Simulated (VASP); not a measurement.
# InAs (F-43m) in VASP: electric field gradients with PBE

Aim: the electric field gradients of InAs with PBE.

All numbers are computed with VASP 6.6.1; they aren't measurements. Logs are shortened: lines on timing, memory, paths and dates and some standing lists are left out, and cuts for length are marked.

**Measured values to compare with.**

A printed reference work, data compilation reports, for a bulk crystal of InAs at 4.2 K: band gap 0.418 eV (direct).

The runs below are set against these values where they give the same quantity.

## Step 1: Starting point

The structure is cubic, space group F-43m (No. 216). Conventional cell: a = 6.048 Å, b = 6.048 Å, c = 6.048 Å, α = 90.00°, β = 90.00°, γ = 90.00°. Around In (site symmetry -43m) lie 4 As at 2.62 Å. As (site symmetry -43m) is surrounded by 4 In at 2.62 Å.

## Step 2: Electric field gradients, PBE

The input, INCAR:

```
PREC = Accurate
ENCUT = 520
EDIFF = 1E-8
ISMEAR = -1
SIGMA = 0.08
LREAL = F
LASPH = T
NELM = 100
ALGO = Fast
ISIF = 2
LWAVE = F
LCHARG = F
GGA = PE
LEFG = T
NBANDS = 16
```

The input, KPOINTS:

```
regular mesh
0
Gamma
  10 10 10
```

The input, POSCAR:

```
InAs
1.0
    0.0000000000      3.0240000000      3.0240000000
    3.0240000000      0.0000000000      3.0240000000
    3.0240000000      3.0240000000      0.0000000000
In As
1 1
Direct
    0.0000000000      0.0000000000      0.0000000000
    0.7500000000      0.7500000000      0.7500000000
```

Potentials or basis: VASP PAW PBE potentials, release 64 (In_d, As).

Started as:

```sh
cat potpaw_PBE.64/In_d/POTCAR potpaw_PBE.64/As/POTCAR > POTCAR
mpirun -np 1 vasp_std > vasp.out
```

OUTCAR:

```text
PREC = Accurate
   ENCUT = 520
   EDIFF = 1E-8
   ISMEAR = -1
   LREAL = F
   LASPH = T
   NELM = 100
   ISIF = 2
   GGA = PE

 ion  position               nearest neighbor table
   1  0.000  0.000  0.000-   2 2.62   2 2.62   2 2.62   2 2.62
   2  0.750  0.750  0.750-   1 2.62   1 2.62   1 2.62   1 2.62

  LATTYP: Found a face centered cubic cell.
 ALAT       =     6.0480000000

  Lattice vectors:

 A1 = (   0.0000000000,   3.0240000000,   3.0240000000)
 A2 = (   3.0240000000,   0.0000000000,   3.0240000000)
 A3 = (   3.0240000000,   3.0240000000,   0.0000000000)

Analysis of symmetry for initial positions (statically):
=====================================================================
 Subroutine PRICEL returns:
 Original cell was already a primitive cell.

 Routine SETGRP: Setting up the symmetry group for a
 face centered cubic supercell.

 Subroutine GETGRP returns: Found 24 space group operations
 (whereof 24 operations were pure point group operations)
 out of a pool of 48 trial point group operations.

The static configuration has the point symmetry T_d .

Analysis of symmetry for dynamics (positions and initial velocities):
=====================================================================
 Subroutine PRICEL returns:
 Original cell was already a primitive cell.

 Routine SETGRP: Setting up the symmetry group for a
 face centered cubic supercell.

 Subroutine GETGRP returns: Found 24 space group operations
 (whereof 24 operations were pure point group operations)
 out of a pool of 48 trial point group operations.

The dynamic configuration has the point symmetry T_d .

 Subroutine INISYM returns: Found 24 space group operations
 (whereof 24 operations are pure point group operations),
 and found     1 'primitive' translations

----------------------------------------------------------------------------------------

                                     Primitive cell

  volume of cell :      55.3064

  direct lattice vectors                    reciprocal lattice vectors
     0.000000000  3.024000000  3.024000000    -0.165343915  0.165343915  0.165343915
     3.024000000  0.000000000  3.024000000     0.165343915 -0.165343915  0.165343915
     3.024000000  3.024000000  0.000000000     0.165343915  0.165343915 -0.165343915

  length of vectors
     4.276581813  4.276581813  4.276581813     0.286384062  0.286384062  0.286384062

  position of ions in fractional coordinates (direct lattice)
     0.000000000  0.000000000  0.000000000
     0.750000000  0.750000000  0.750000000

  ion indices of the primitive-cell ions
   primitive index   ion index
                 1           1
                 2           2

----------------------------------------------------------------------------------------

 KPOINTS: regular mesh

Automatic generation of k-mesh.
 Grid dimensions read from file:
 generate k-points for:   10   10   10

 Generating k-lattice:

  Cartesian coordinates                     Fractional coordinates (reciprocal lattice)
    -0.016534392  0.016534392  0.016534392     0.100000000  0.000000000  0.000000000
     0.016534392 -0.016534392  0.016534392     0.000000000  0.100000000  0.000000000
     0.016534392  0.016534392 -0.016534392     0.000000000  0.000000000  0.100000000

  Length of vectors
     0.028638406  0.028638406  0.028638406

  Shift w.r.t. Gamma in fractional coordinates (k-lattice)
     0.000000000  0.000000000  0.000000000

 Subroutine IBZKPT returns following result:
 ===========================================

 Found     47 irreducible k-points:

 Following reciprocal coordinates:
            Coordinates               Weight
  0.000000  0.000000  0.000000      1.000000
  0.100000  0.000000  0.000000      8.000000
  0.200000  0.000000  0.000000      8.000000
  0.300000  0.000000  0.000000      8.000000
  0.400000  0.000000  0.000000      8.000000
  0.500000  0.000000  0.000000      4.000000
[... 16 lines left out ...]
  0.300000  0.300000  0.000000      6.000000
  0.400000  0.300000  0.000000     24.000000
 [... further k-points ...]
   k-points           NKPTS =     47   k-points in BZ     NKDIM =     47   number of bands    NBANDS=     16
   number of dos      NEDOS =    301   number of ions     NIONS =      2
   total plane-waves  NPLWV =  32768
   dimension x,y,z NGX =    32 NGY =   32 NGZ =   32
   dimension x,y,z NGXF=    64 NGYF=   64 NGZF=   64
   ions per type =               1   1
   NGX,Y,Z   is equivalent  to a cutoff of  12.44, 12.44, 12.44 a.u.
   NGXF,Y,Z  is equivalent  to a cutoff of  24.88, 24.88, 24.88 a.u.
 SYSTEM =  unknown system
   PREC   = accura    normal or accurate (medium, high low for compatibility)
   ISTART =      0    job   : 0-new  1-cont  2-samecut
   ICHARG =      2    charge: 1-file 2-atom 10-const
   ISPIN  =      1    spin polarized calculation?
   LNONCOLLINEAR =      F non collinear calculations
   LSORBIT =      F    spin-orbit coupling
   LASPH  =      T    aspherical Exc in radial PAW
   ENCUT  =  520.0 eV  38.22 Ry    6.18 a.u.   7.95  7.95  7.95*2*pi/ulx,y,z
   NELM   =    100;   NELMIN=  2; NELMDL= -5     # of ELM steps
   EDIFF  = 0.1E-07   stopping-criterion for ELM
   LREAL  =      F    real-space projection
   EDIFFG = 0.1E-06   stopping-criterion for IOM
   NSW    =      0    number of steps for IOM
   IBRION =     -1    ionic relax: 0-MD 1-quasi-New 2-CG
   NFREE  =      0    steps in history (QN), initial steepest desc. (CG)
   ISIF   =      2    stress and relaxation
   ISYM   =      2    0-nonsym 1-usesym 2-fastsym
   POTIM  = 0.5000    time-step for ionic-motion
   TEBEG  =    0.0;   TEEND  =   0.0 temperature during run
   PSTRESS=    0.0 pullay stress
   NELECT =      18.0000    total number of electrons
   NUPDOWN=      -1.0000    fix difference up-down
   EMIN   =  10.00;   EMAX   =-10.00  energy-range for DOS
   EFERMI =   0.00;   METHOD = LEGACY
   ISMEAR =    -1;   SIGMA  =   0.08  broadening in eV -4-tet -1-fermi 0-gaus
   EFERMI_NEDOS =   21; number of points for ismear=-14 and -15
   IALGO  =     68    algorithm
   IMIX   =      4    mixing-type and parameters
     AMIX     =   0.40;   BMIX     =  1.00
     AMIX_MAG =   1.60;   BMIX_MAG =  1.00
  volume/ion in A,a.u.               =      27.65       186.61
  Fermi-wavevector in a.u.,A,eV,Ry     =   1.126092  2.128005 17.253320  1.268083
  Thomas-Fermi vector in A             =   2.262772
   LORBIT       =      0    0 simple, 1 ext, 2 COOP (PROOUT), +10 PAW based schemes
   GGA     = PE    functional components
   LHFCALC =     F    Hartree Fock is set to
   AEXX    =    0.0000 exact exchange contribution
   IVDW    =     0    specifies the selected vdW correction
   LEPSILON=     F    determine dielectric tensor
   LRPA    =     F    only Hartree local field effects (RPA)
 non-spin polarized calculation
 RMM-DIIS sequential band-by-band and
  energy-cutoff  :      520.00
  volume of cell :       55.31
 maximum number of plane-waves:      1524
   NGX = 15   NGY = 15   NGZ = 15

 number of electron      17.9999990 magnetization

 Free energy of the ion-electron system (eV)
  ---------------------------------------------------
  ext. energy  EPLUGINS =         0.00000000
  ---------------------------------------------------
  free energy    TOTEN  =        -7.67330029 eV

  energy without entropy =       -7.67258911  energy(sigma->0) =       -7.67294470

 E-fermi :   4.6695     XC(G=0):  -9.0908

 val. band max:        4.5023469205   @ k =   0.0000   0.0000   0.0000
 cond. band min:       5.4507574205   @ k =   0.1000   0.0000   0.0000
 fundamental gap:      0.9484105000
 Fermi energy:         4.6695111651

 k-point     1 :       0.0000    0.0000    0.0000
  band No.  band energies     occupation
      1      -9.8879      2.00000
      2      -9.8879      2.00000
      3      -9.8879      2.00000
      4      -9.7622      2.00000
      5      -9.7622      2.00000
      6      -7.3557      2.00000
[... 8 lines left out ...]
     15      14.1824      0.00000
     16      14.1824      0.00000

 k-point     2 :       0.1000    0.0000    0.0000
  band No.  band energies     occupation
      1      -9.9010      2.00000
      2      -9.8840      2.00000
      3      -9.8840      2.00000
      4      -9.7623      2.00000
      5      -9.7623      2.00000
      6      -7.2516      2.00000
[... 8 lines left out ...]
     15      13.4769      0.00000
     16      13.4769      0.00000
[... 387 lines left out ...]
      5      -9.7473      2.00000
      6      -6.2492      2.00000
[... 8 lines left out ...]
     15      15.1026      0.00000
     16      16.4130      0.00000

 k-point    24 :       0.4000    0.3000    0.0000
  band No.  band energies     occupation
      1     -10.0356      2.00000
      2      -9.8280      2.00000
      3      -9.8256      2.00000
      4      -9.7887      2.00000
      5      -9.7451      2.00000
      6      -5.8997      2.00000
[... 8 lines left out ...]
     15      15.5754      0.00000
     16      16.5854      0.00000

 [... further k-points ...]
[... 5 lines left out ...]
  --------------------------------------------------------------------------------------
  -------------------------------------------------------------------------------------
  Total        1.3625012      1.3625012      1.3625012      0.0000000      0.0000000      0.0000000
  in kB       39.4704528     39.4704528     39.4704528      0.0000000      0.0000000      0.0000000
  external PRESSURE =      39.4704528 kB  Pullay stress =       0.0000000 kB

 VOLUME and BASIS-vectors are now :
 -----------------------------------------------------------------------------
  energy-cutoff  :      520.00
  volume of cell :       55.31
      direct lattice vectors                 reciprocal lattice vectors
     0.000000000  3.024000000  3.024000000    -0.165343915  0.165343915  0.165343915
     3.024000000  0.000000000  3.024000000     0.165343915 -0.165343915  0.165343915
     3.024000000  3.024000000  0.000000000     0.165343915  0.165343915 -0.165343915

 POSITION                                       TOTAL-FORCE (eV/Angst)
 -----------------------------------------------------------------------------------
      0.00000      0.00000      0.00000         0.000000      0.000000      0.000000
      4.53600      4.53600      4.53600        -0.000000     -0.000000     -0.000000
 -----------------------------------------------------------------------------------
    total drift:                                0.000000      0.000000      0.000000

  FREE ENERGIE OF THE ION-ELECTRON SYSTEM (eV)
  ---------------------------------------------------
  free  energy   TOTEN  =        -7.6733002905 eV

  energy  without entropy=       -7.6725891112  energy(sigma->0) =       -7.67294470

 Electric field gradients (V/A^2)
---------------------------------------------------------------------
 ion       V_xx      V_yy      V_zz      V_xy      V_xz      V_yz
---------------------------------------------------------------------
   1      -0.000    -0.000    -0.000    -0.000    -0.000    -0.000
   2      -0.000    -0.000     0.000     0.000     0.000     0.000
---------------------------------------------------------------------

 Electric field gradients after diagonalization (V/A^2)
 (convention: |V_zz| > |V_xx| > |V_yy|)
----------------------------------------------------------------------
 ion       V_xx      V_yy      V_zz     asymmetry (V_yy - V_xx)/ V_zz
----------------------------------------------------------------------
   1       0.000     0.000    -0.001       0.000
   2      -0.000    -0.000     0.000       0.000
----------------------------------------------------------------------

           NMR quadrupolar parameters

 Cq : quadrupolar parameter    Cq=e*Q*V_zz/h
 eta: asymmetry parameters     (V_yy - V_xx)/ V_zz
 Q  : nuclear electric quadrupole moment in mb (millibarn)
----------------------------------------------------------------------
 ion       Cq(MHz)       eta       Q (mb)
----------------------------------------------------------------------
   1      -0.000       0.000       1.000
   2       0.000       0.000       1.000
----------------------------------------------------------------------
```

It took 30 s on 1 thread of AMD EPYC 9R45 (Zen 5), shared host; peak memory 0.17 GiB.

What came out:

| Property | Result |
| --- | --- |
| Free energy | -7.6733 eV |
| Pressure | 3.9 GPa |
| Band gap on the k mesh | none (metal or under the smearing width) |

Electric field gradients, principal values (V/Å²):
```
atom    Vxx    Vyy     Vzz
1 In  0.000  0.000  -0.001
2 As  0.000  0.000   0.000
```

## Step 3: Comparison with measurements

Step 2. Measured gap of InAs: 0.418 eV (direct; 4.2 K; a printed reference work, data compilation). This calculation gives 0.00 eV (-0.42 eV). Spin-orbit coupling on As, In is left out. The value is that of PBE on a finite k mesh, which can miss the band edges, without temperature or zero-point motion. Semilocal functionals fall short of measured gaps as a rule.
